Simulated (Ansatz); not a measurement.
# ZnS (F-43m) in Ansatz: settings compared

One crystal, ZnS, is run at these levels: B3LYP, HSE03; tasks: band structure.

Everything below comes from runs of Ansatz 0.2.0. Logs are shortened: lines on timing, memory, paths and dates and some standing lists are left out, and cuts for length are marked.

**Measured values to compare with.**

“Electronic, vibrational, and thermodynamic properties of ZnS (zincblende and rocksalt structure)”, 2009, arxiv:0911.5022 quotes, for a bulk crystal of ZnS at 19 K: band gap 3.85 eV (direct).

The runs below are set against these values where they give the same quantity.

### Step 1. The crystal as given

It takes space group F-43m (No. 216, cubic). Conventional cell: a = 5.404 Å, b = 5.404 Å, c = 5.404 Å, α = 90.00°, β = 90.00°, γ = 90.00°. Zn (site symmetry -43m) is surrounded by 4 S at 2.34 Å. S (site symmetry -43m) has 4 Zn at 2.34 Å as nearest neighbours.

### Step 2. Band structure, B3LYP

Contents of input.yaml:

```yaml
crystal:
  lattice:
    - [0.0, 2.702, 2.702]
    - [2.702, 0.0, 2.702]
    - [2.702, 2.702, 0.0]
  atoms:
    - { symbol: Zn, position: [0.75, 0.75, 0.75] }
    - { symbol: S, position: [0.0, 0.0, 0.0] }
hamiltonian:
  xc: b3lyp
  pseudopotentials: { kind: paw }
kpoints:
  mp_grid: { grid: [5, 5, 5] }
  band_path:
    path:
      - [[0.0, 0.0, 0.0], [0.5, 0.0, 0.5], [0.5, 0.25, 0.75], [0.375, 0.375, 0.75], [0.0, 0.0, 0.0], [0.5, 0.5, 0.5], [0.625, 0.25, 0.625], [0.5, 0.25, 0.75], [0.5, 0.5, 0.5], [0.375, 0.375, 0.75]]
      - [[0.625, 0.25, 0.625], [0.5, 0.0, 0.5]]
    npoints: 4
scf:
  occupations: { method: fermi_dirac, width: 0.05 }
  n_extra_bands: 6
output:
  forces: true
  stress: true
  eigenvalues: true
  fatbands: false
  write_density: true
  write_potential: true
  elf: true
  volumetric_format: npy
```

Potentials or basis: Ansatz PAW.

Started as:

```console
$ ansatz run input.yaml --threads 2 --pin off --max-ram 5632MiB --backend cpu --events-out ev --progress --plain --runs-dir out
```

Standard output:

```text
Warning: output.stress: scf.convergence.dr2_threshold = 1e-7 eV (the SCF's general default) is looser than the 2e-10 eV advised for a printed stress (1e-10 eV for each atom of the cell: 2). What an SCF threshold leaves in a stress goes as its square root, and in the free energy as the threshold itself, and one threshold admits the most on a small cell: of the crystals measured, under no hybrid functional and no lock of the moments, on runs that ended without the residual-converged pass, on stresses that held no estimate of that error, the worst erred by over 100 MPa in a component at 1e-7 eV an atom and by under 5 at 1e-10. Set scf.convergence.dr2_threshold to 2e-10 eV or tighter. The threshold is an SCF's pass mark: one that does not reach it within its budget of iterations ends unconverged, or closes short of it on a stop that the run arms, and scf.convergence.dr2_threshold's page says what that costs each kind of run
Warning: output.stress: scf.exx.energy_threshold = 1e-6 eV is looser than the 2e-8 eV advised for a stress under a hybrid functional (1e-8 eV for each atom of the cell: 2). Every SCF of the exchange loop can meet its threshold on dr2 while the loop round them stops early: no threshold on dr2 bounds what that leaves in the stress. Set scf.exx.energy_threshold to 2e-8 eV or tighter. The threshold is the loop's pass mark: a loop that does not reach it within its budget of cycles ends unconverged, and scf.exx.energy_threshold's page has the law
Warning: RAYON_NUM_THREADS=2 ignored (pool sized by the plan → 2); use --threads N
scf.n_extra_bands = 6 over 9 filled bands (N_el = 18.0): the run solves 15 bands
Engine: ansatz 0.2.0, x86_64-unknown-linux-gnu
Pseudopotentials: kind: paw
Pseudopotential: Zn, paw, valence charge 12, recommended cutoff 420 eV (normal), Zn.paw.azcp
Pseudopotential: S, paw, valence charge 6, recommended cutoff 420 eV (normal), S.paw.azcp
Functional definition: B3LYP
  parameter a0 = 0.2
  parameter ax = 0.72
  parameter ac = 0.81
  exchange = (1 - a0 - ax)*slater_x + ax*b88_x + a0*exact_x
  correlation = (1 - ac)*vwn_rpa_c + ac*lyp_c
Crystal: 2 atoms, lattice volume = 39.454 Å³
Basis set: ecut = 420 eV, 749 PW (Γ), exchange–correlation on 54×54×54 points (8 copies of the dense FFT grid, shifted against one another)
Bands: 15, of which v1, the nominal top of the filled ones, is band 9 counted from 1 (8 counted from 0)
Symmetry: 24 space group operations
Space group: F-43m (ITA 216), of the structure as read, at distance tolerance 3.4e-5 Å
k-points: 10 of 125 (time reversal used)
Non-local potential: Zn, projectors of the file, l = 0: 2, l = 1: 2, l = 2: 3, l = 3: 1
Non-local potential: S, projectors of the file, l = 0: 2, l = 1: 2, l = 2: 2
PAW form: soft (Blöchl's): semilocal exchange-correlation on the pseudo side does not see the compensation charge
PAW frozen core: Zn, regenerated for the run's functional, and the local potential with it (the file was generated under x = pbe(κ = 0.804, μ = 0.2195149727645171), c = pbe(β = 0.06672455060314922))
PAW frozen core: S, regenerated for the run's functional, and the local potential with it (the file was generated under x = pbe(κ = 0.804, μ = 0.2195149727645171), c = pbe(β = 0.06672455060314922))
PAW one-centre angular grid: Zn, 590 points (default); XC on 64 Gauss nodes
PAW one-centre angular grid: S, 110 points (default); XC on 64 Gauss nodes
Initial density: superposition of atomic densities (neutral atoms: chi_scale 0, normalization atom), corrected by the library's trained network
Initial wavefunctions: pseudopotential atomic-orbital guess
Functional: x = 0.1 slater + 0.9 b88, c = 0.19 vwn_rpa + 0.81 lyp, warm-up for x = 0.08 slater + 0.72 b88 + 0.2 exact, c = 0.19 vwn_rpa + 0.81 lyp
SCF iter   1: F=—  HF=-4234.263274 eV  |F-HF|=—  |Δ(HF+E_count)|=         —  Δρ=5.75e-3  dr2=1.48e-2  ethr=1.77e-3  ⟨swp⟩=10.4  Hψ=805  notcnv=0
preconditioner: auto → none  [insulator: Δε(μ)=2.135 eV  Ē_g=14.064 eV  σ=0.050 eV  W_gap=1.00  n_scr=14 (ndim 8)  ℏωp=25.1 eV  f_vac=0.026  D(μ)=0.00/eV (n_scr^D=0)]
iter 2 solved again at ethr=3.50e-6 eV; its pass at ethr=8.21e-5 eV (dr2=6.29e-4 eV) is discarded
SCF iter   2: F=—  HF=-4234.257946 eV  |F-HF|=—  |Δ(HF+E_count)|=   5.33e-3  Δρ=1.89e-3  dr2=6.96e-4  ethr=3.50e-6  ⟨swp⟩=3.5  Hψ=669  notcnv=0
SCF iter   3: F=-4234.257554 eV  HF=-4234.257681 eV  |F-HF|=1.27e-4  |Δ(HF+E_count)|=   2.65e-4  Δρ=6.53e-4  dr2=1.73e-4  ethr=3.50e-6  ⟨swp⟩=3.0  Hψ=290  notcnv=0
SCF 1 stopped early in 3 iterations: F = -4234.257554 eV  dr2 = 1.73e-4
Initial density: handed on by an earlier stage of this run
Initial wavefunctions: those handed on with the density
Functional: x = 0.08 slater + 0.72 b88 + 0.2 exact, c = 0.19 vwn_rpa + 0.81 lyp
Frozen-core exchange: fock
SCF iter   1: F=—  HF=-4235.838889 eV  |F-HF|=—  |Δ(HF+E_count)|=         —  Δρ=1.70e-2  dr2=6.03e-2  ethr=9.64e-6  ⟨swp⟩=5.3  Hψ=683  notcnv=0
preconditioner: auto → none  [insulator: Δε(μ)=3.592 eV  Ē_g=16.828 eV  σ=0.050 eV  W_gap=1.00  n_scr=14 (ndim 8)  ℏωp=25.1 eV  f_vac=0.032  D(μ)=0.00/eV (n_scr^D=0)]
SCF iter   2: F=—  HF=-4235.822935 eV  |F-HF|=—  |Δ(HF+E_count)|=   1.60e-2  Δρ=2.81e-3  dr2=4.24e-3  ethr=9.64e-6  ⟨swp⟩=4.1  Hψ=522  notcnv=0
SCF iter   3: F=—  HF=-4235.818734 eV  |F-HF|=—  |Δ(HF+E_count)|=   4.20e-3  Δρ=2.54e-3  dr2=1.96e-3  ethr=9.64e-6  ⟨swp⟩=4.0  Hψ=426  notcnv=0
SCF iter   4: F=—  HF=-4235.818636 eV  |F-HF|=—  |Δ(HF+E_count)|=   9.80e-5  Δρ=5.53e-4  dr2=1.03e-3  ethr=5.95e-6  ⟨swp⟩=2.0  Hψ=240  notcnv=0
SCF iter   5: F=—  HF=-4235.825398 eV  |F-HF|=—  |Δ(HF+E_count)|=   6.76e-3  Δρ=1.49e-3  dr2=4.87e-4  ethr=3.83e-7  ⟨swp⟩=4.1  Hψ=417  notcnv=0
SCF iter   6: F=—  HF=-4235.825229 eV  |F-HF|=—  |Δ(HF+E_count)|=   1.69e-4  Δρ=1.75e-4  dr2=2.09e-5  ethr=3.83e-7  ⟨swp⟩=4.0  Hψ=380  notcnv=0
SCF iter   7: F=—  HF=-4235.825318 eV  |F-HF|=—  |Δ(HF+E_count)|=   8.87e-5  Δρ=1.61e-4  dr2=7.32e-6  ethr=3.10e-8  ⟨swp⟩=3.8  Hψ=391  notcnv=0
SCF iter   8: F=-4235.825315 eV  HF=-4235.825315 eV  |F-HF|=1.46e-7  |Δ(HF+E_count)|=   2.44e-6  Δρ=5.57e-6  dr2=8.36e-7  ethr=3.10e-8  ⟨swp⟩=3.0  Hψ=292  notcnv=0
SCF 2 stopped early in 8 iterations: F = -4235.825315 eV  dr2 = 8.36e-7
hybrid outer 1: dexx = +7.018e-3 eV, tail = 1.48e-5 eV
Frozen-core exchange: fock
SCF iter   1: F=—  HF=-4235.825057 eV  |F-HF|=—  |Δ(HF+E_count)|=         —  Δρ=6.85e-5  dr2=1.34e-6  ethr=4.11e-7  ⟨swp⟩=3.9  Hψ=359  notcnv=0
preconditioner: auto → none  [insulator: Δε(μ)=3.615 eV  Ē_g=16.600 eV  σ=0.050 eV  W_gap=1.00  n_scr=14 (ndim 8)  ℏωp=25.1 eV  f_vac=0.036  D(μ)=0.00/eV (n_scr^D=0)]
SCF iter   2: F=—  HF=-4235.825057 eV  |F-HF|=—  |Δ(HF+E_count)|=   1.70e-7  Δρ=9.43e-6  dr2=7.40e-8  ethr=5.67e-9  ⟨swp⟩=3.8  Hψ=340  notcnv=0
SCF iter   3: F=—  HF=-4235.825057 eV  |F-HF|=—  |Δ(HF+E_count)|=   3.51e-7  Δρ=1.19e-5  dr2=3.22e-8  ethr=7.28e-11  ⟨swp⟩=4.1  Hψ=470  notcnv=0
SCF iter   4: F=-4235.825057 eV  HF=-4235.825057 eV  |F-HF|=9.34e-10  |Δ(HF+E_count)|=   1.65e-8  Δρ=1.35e-6  dr2=1.50e-9  ethr=7.28e-11  ⟨swp⟩=3.9  Hψ=346  notcnv=0
SCF 3 converged in 4 iterations: F = -4235.825057 eV  dr2 = 1.50e-9
  Residual-converged pass: ⟨swp⟩=2.5  Hψ=236  notcnv=0  max |occ|·‖R‖ = 2.3e-6 eV (tolerance 2.4e-6 eV)  dr2=1.51e-9  dr2_onsite=9.10e-10  max |Δocc| = 3.9e-25
hybrid outer 2: dexx = +3.576e-7 eV, tail = 8.75e-9 eV, Δε = 2.17e-3 eV (about 6.52e-5 eV left of the loop's levels)
NSCF: frozen V_eff on 42 k-points
hybrid SCF converged: 2 outer / 12 inner (+3 warm-up), last move |dexx| = 3.58e-7 eV, tail = 8.75e-9 eV
Stability not checked: this state was not tested for a lower state beside it, because the functional holds exact exchange (a hybrid, or Hartree-Fock), whose exchange loop this test does not read (fock_operator; see scf.lower_state_search)
Free energy (F): -4235.825057 eV
Frozen-core exchange: fock
Harris-Foulkes:  -4235.825057 eV  (|F-HF|=9.34e-10)
Internal energy: -4235.825057 eV  (E = F + TS)
E sigma→0 (E₀):  -4235.825057 eV
Fermi energy:    6.909698 eV
--- Per-component energies (eV) ---
  E_band       = -24.711009
  E_kinetic    = 239.486579
  E_local      = -2050.512027  (includes V_loc(G=0)·N_el)
  E_nonlocal   = 645.595164
  E_hartree    = 862.279418
  E_xc         = -191.449007
  E_vxc        = -112.938093  (∫ρ·V_xc dr)
  E_exx        = -48.517119  (= α·E_x^exact, valence–valence)
  E_paw        = -2439.786073  (= ΣΔE_a)
  E_vpaw       = -373.867241  (= ΣTr[D̂ρ^β])
  E_aug_tail   = -0.000369  (compensation charges beyond the density's cutoff)
  E_ewald      = -1253.379294
  E_core_change = 0.457671  (= ΣΔE_core)
  E_smearing   = -0.000000  (= −TS)
  E_closure    = 0.000000  (closes the sum)
  Σ components = -4235.825057   (vs F -4235.825057, Δ=9.09e-13)
--- Forces (eV/Å), atoms counted from 1 ---
  atom   1  Zn     0.00000000    -0.00000000     0.00000000
  atom   2  S     -0.00000000     0.00000000     0.00000000
  max |Σ_I F_I| component: 5.09e-17 eV/Å
--- Stress (GPa, compression-positive) ---
        3.890384       0.000000      -0.000000
       -0.000000       3.890384       0.000000
       -0.000000       0.000000       3.890384
  P = ⅓ Tr σ = 3.8904 GPa (38.904 kbar)
--- Band table (eV; the first three rows and the last of 10) ---
  k-point 0: bands = ["-9.0372", "-2.6718", "-2.6718", "-2.6718", "-2.2376", "-2.2376", "5.0742", "5.0742", "5.0742", "8.6900", "13.1230", "13.1230", "13.1230", "18.5891", "18.5891"]
  k-point 1: bands = ["-8.7393", "-2.6281", "-2.6281", "-2.6099", "-2.2390", "-2.2390", "2.7984", "4.7282", "4.7282", "9.9958", "13.2674", "13.6558", "13.6558", "17.7039", "17.7039"]
  k-point 2: bands = ["-8.1824", "-2.5731", "-2.5731", "-2.2199", "-2.2199", "-2.2169", "0.0969", "4.2465", "4.2465", "9.9926", "13.7168", "13.7168", "15.3268", "18.7796", "19.2700"]
  k-point 9: bands = ["-7.8406", "-2.5125", "-2.4688", "-2.3149", "-2.2221", "-1.9284", "0.3617", "2.1197", "2.9527", "12.1363", "12.4544", "13.9509", "16.7414", "17.9462", "20.2343"]
```

Run time: 2.8 min. Hardware: 2 threads of Intel Xeon at 2.70GHz, shared host; peak memory 0.79 GiB.

What came out:

* Free energy: -4235.8251 eV
* Pressure: 3.9 GPa
* Band gap on the k mesh: 3.62 eV, direct
* Band gap along the path: 3.62 eV, direct

Levels at the corners of the path, in eV from the valence-band top:
| point | band 6 | band 7 | band 8 | band 9 | band 10 | band 11 | band 12 | band 13 |
| --- | --- | --- | --- | --- | --- | --- | --- | --- |
| Γ | -7.31 | 0.00 | 0.00 | 0.00 | 3.62 | 8.05 | 8.05 | 8.05 |
| X | -7.04 | -4.97 | -2.31 | -2.31 | 4.90 | 5.64 | 12.84 | 13.92 |
| W | -6.88 | -4.82 | -2.91 | -2.81 | 7.28 | 7.77 | 9.59 | 9.89 |
| K | -6.93 | -4.88 | -3.28 | -1.88 | 5.67 | 7.63 | 11.13 | 11.58 |
| Γ | -7.31 | 0.00 | 0.00 | 0.00 | 3.62 | 8.05 | 8.05 | 8.05 |
| L | -7.08 | -5.54 | -0.90 | -0.90 | 4.86 | 8.58 | 8.58 | 10.66 |
| U | -6.93 | -4.88 | -3.28 | -1.88 | 5.67 | 7.63 | 11.13 | 11.58 |
| W | -6.88 | -4.82 | -2.91 | -2.81 | 7.28 | 7.77 | 9.59 | 9.89 |
| L | -7.08 | -5.54 | -0.90 | -0.90 | 4.86 | 8.58 | 8.58 | 10.66 |
| K | -6.93 | -4.88 | -3.28 | -1.88 | 5.67 | 7.63 | 11.13 | 11.58 |
| U | -6.93 | -4.88 | -3.28 | -1.88 | 5.67 | 7.63 | 11.13 | 11.58 |
| X | -7.04 | -4.97 | -2.31 | -2.31 | 4.90 | 5.64 | 12.84 | 13.92 |

Caveat: the PAW data sets come from PBE, with cores solved anew for the run's functional, which leaves a small shift of forces and pressure; the thresholds are loose for stress.

### Step 3. Band structure, HSE03

input.yaml: that of step 2 with these lines changed.

```diff
@@ -9,3 +9,3 @@
 hamiltonian:
-  xc: b3lyp
+  xc: { exchange: pbe, correlation: pbe, exx: { coeff: 0.25, omega: 0.3 } }
   pseudopotentials: { kind: paw }
@@ -26,5 +26 @@
   fatbands: false
-  write_density: true
-  write_potential: true
-  elf: true
-  volumetric_format: npy
```

Potentials or basis: Ansatz PAW.

Started as:

```console
$ ansatz run input.yaml --threads 2 --pin off --max-ram 5632MiB --backend cpu --events-out ev --progress --plain --runs-dir out
```

Run time: 2.8 min. Hardware: 2 threads of Intel Xeon at 2.70GHz, shared host; peak memory 0.8 GiB.

Results (log left out):

| Property | Result |
| --- | --- |
| Free energy | -4223.3448 eV |
| Pressure | 1.1 GPa |
| Band gap on the k mesh | 3.13 eV, direct |
| Band gap along the path | 3.13 eV, direct |

Levels at the corners of the path, in eV from the valence-band top:
```tsv
point	band 7	band 8	band 9	band 10	band 11	band 12
Γ	0.00	0.00	0.00	3.13	7.46	7.46
X	-4.93	-2.31	-2.31	4.18	5.05	12.28
W	-4.76	-2.93	-2.82	6.56	7.30	8.98
K	-4.83	-3.29	-1.88	5.02	7.05	10.48
Γ	0.00	0.00	0.00	3.13	7.46	7.46
L	-5.52	-0.90	-0.90	4.34	7.94	7.94
U	-4.83	-3.29	-1.88	5.02	7.05	10.48
W	-4.76	-2.93	-2.82	6.56	7.30	8.98
L	-5.52	-0.90	-0.90	4.34	7.94	7.94
K	-4.83	-3.29	-1.88	5.02	7.05	10.48
U	-4.83	-3.29	-1.88	5.02	7.05	10.48
X	-4.93	-2.31	-2.31	4.18	5.05	12.28
```

Caveat: the PAW data sets come from PBE, with cores solved anew for the run's functional, which leaves a small shift of forces and pressure; the thresholds are loose for stress.

### Step 4. Comparison with measurements

Step 2. Measured gap of ZnS: 3.85 eV (direct; 19 K; quoted in “Electronic, vibrational, and thermodynamic properties of ZnS (zincblende and rocksalt structure)”, 2009, arxiv:0911.5022). This calculation gives 3.62 eV (-0.23 eV). The value is that of B3LYP, without temperature or zero-point motion.

Step 3. Measured gap of ZnS: 3.85 eV (direct; 19 K; quoted in “Electronic, vibrational, and thermodynamic properties of ZnS (zincblende and rocksalt structure)”, 2009, arxiv:0911.5022). This calculation gives 3.13 eV (-0.72 eV). The value is that of HSE03, without temperature or zero-point motion.
